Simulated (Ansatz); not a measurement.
# Structure types of SnTe compared at 8.5 GPa

Structure types of SnTe are relaxed in primitive cells with their symmetry kept at 8.5 GPa, on PAW files; LAPW relaxes the small cells further and takes the PAW cell for the others (marked *). The enthalpy is E + pV at zero temperature, without zero-point motion. Only the types listed were tried, and differences under about 5 meV/atom are mesh noise. The real phase may be another.

Level of theory: DFT with PBE, scalar-relativistic, in Ansatz 0.2.0; Fermi–Dirac smearing of 0.1 eV, no spin polarisation. LAPW: all electrons, basis error target 0.5 meV/atom; PAW: frozen-core files, cutoff 420 eV.

k meshes: rocksalt 12×12×12, CsCl 12×12×12, zincblende 11×11×11, wurtzite 9×9×5, NiAs 9×9×5.

Spin–orbit coupling is left out, which matters for the heavy atoms.

```
start type               ends as          a, b, c (Å)  V (Å³/atom)  H − H(lowest), LAPW (meV/atom)
  rocksalt       rocksalt, Fm-3m  6.095, 6.095, 6.095        28.30                             0.0
      CsCl           CsCl, Pm-3m  3.703, 3.703, 3.703        25.40                               ?
zincblende     zincblende, F-43m  6.672, 6.672, 6.672        37.12                           832.3
 wurtzite*  flat h-MgO, P6_3/mmc  5.088, 5.088, 6.090        34.13                               ?
     NiAs*        NiAs, P6_3/mmc  4.022, 4.022, 7.975        27.94                            53.5
```

Give the missing entry: row "wurtzite*", column "H − H(lowest), LAPW (meV/atom)".

487.4.

Give the missing entry: row "CsCl", column "H − H(lowest), LAPW (meV/atom)".

75.0.

Split the lead of rocksalt over NiAs into energy and pV.

For NiAs less rocksalt: ΔE = +72.8 meV/atom, and p·ΔV = 8.5 GPa × -0.3634 Å³ × 6.242 meV/(GPa·Å³) = -19.3 meV/atom, together 53.5 meV/atom. rocksalt wins by its internal energy, though it is the less dense.

Would NiAs gain on rocksalt at higher pressure?

Yes: dH/dp = V, and its volume is smaller by 0.36 Å³/atom. Held constant, that would close the gap after about 24 GPa more, a rough figure, since the volume difference changes with pressure.
